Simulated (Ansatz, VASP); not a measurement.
# Two plane-wave programs on Rh

```
CELL_PARAMETERS angstrom
2.25277 0.00000 0.00000
0.00000 2.25277 0.00000
0.00000 0.00000 2.25277
ATOMIC_POSITIONS crystal
Rh 0.00000 0.00000 0.00000
```

Change from the starting cell: volume scaled by 0.7, PAW files.

Alike in both runs: task single point; functional PBE; k mesh 15 × 15 × 15; occupations fermi-dirac, width 0.1 eV; no spin polarisation.

```csv
,VASP,Ansatz
version,VASP 6.6.1,Ansatz 0.2.0
potentials or method,"VASP PAW PBE potentials, release 64 (Rh_pv)","PAW with Ansatz's default frozen-core files, scalar-relativistic"
plane-wave cutoff (eV),520,420
valence electrons in the cell,15,17
```

Ansatz gave:

* pressure (GPa): 156.7

Q: Estimate VASP's values.

A: Pressure (GPa): 158.2.

The functional is the same, so the differences come from potentials, cutoffs and numerics. The two sets of potentials don't hold the same shells in valence.

Caveats: the cell as given lies far from equilibrium; so large a pressure means that the cell lies far from this level's equilibrium, or that cutoff or potentials fall short (VASP).
